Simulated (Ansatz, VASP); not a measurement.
This is a calculation of Pb for VASP 6.6.1.

The input INCAR:

```
SYSTEM = Pb
PREC     = Accurate       ! precision mode
ENCUT    = 520            ! plane-wave cutoff, eV
EDIFF    = 1E-6           ! SCF threshold, eV
ISMEAR   = -1             ! smearing method
SIGMA    = 0.05           ! smearing width, eV
LREAL    = .False.        ! projectors in reciprocal space
LASPH    = .True.         ! aspherical terms in the spheres
NELM     = 100            ! most SCF steps
ALGO     = Fast           ! electronic algorithm
ISIF     = 2              ! what is computed and relaxed
LWAVE    = .False.        ! write WAVECAR
LCHARG   = .True.         ! write CHGCAR
GGA      = CA             ! functional
LELF     = .True.         ! ELF
LVHAR    = .True.       
NBANDS   = 13             ! bands
```

File KPOINTS:

```
regular mesh
0
Gamma
  9 9 9
  0 0 0
```

POSCAR

```
Pb
1.0
   -1.9392470115      1.9392470115      1.9392470115
    1.9392470115     -1.9392470115      1.9392470115
    1.9392470115      1.9392470115     -1.9392470115
Pb
1
Direct
    0.0000000000      0.0000000000      0.0000000000
```

Potentials or basis: VASP PAW LDA potentials, release 64 (Pb_d).

Run with:

```console
$ cat potpaw_LDA.64/Pb_d/POTCAR > POTCAR
$ mpirun -np 1 vasp_std > vasp.out
```

Q: Translate it to Ansatz 0.2.0. Potentials there: all-electron LAPW, scalar-relativistic.

A: As run (the cutoff follows the program's own potentials):

The input input.yaml:

```yaml
crystal:
  lattice:
    - [-1.9392470115, 1.9392470115, 1.9392470115]
    - [1.9392470115, -1.9392470115, 1.9392470115]
    - [1.9392470115, 1.9392470115, -1.9392470115]
  atoms:
    - { symbol: Pb, position: [0.0, 0.0, 0.0] }
kpoints:
  mp_grid: { grid: [9, 9, 9] }
scf:
  occupations: { method: fermi_dirac, width: 0.05 }
hamiltonian:
  xc: lda
  pseudopotentials: { kind: all_electron, lapw: { basis_error: 0.001 } }
output:
  forces: true
  stress: true
  eigenvalues: true
```

Potentials or basis: all-electron LAPW, scalar-relativistic.

Run with:

```sh
$ ansatz run input.yaml --threads 1 --pin off --max-ram 3072MiB --backend cpu --events-out ev --progress --plain --runs-dir out
```

Both were run:

|  | VASP | Ansatz | Ansatz less VASP |
| --- | --- | --- | --- |
| gap on the k mesh at the Fermi level (eV) | none | none | - |
| pressure (GPa) | -0.7 | -0.8 | -0.08 |

A gap of «none» marks a metal or a gap that the smearing closes. Ansatz ran all-electron here, so the differences hold the error of VASP's frozen core and of both bases.

The runs have no spin-orbit coupling, so splittings on Pb are missing.
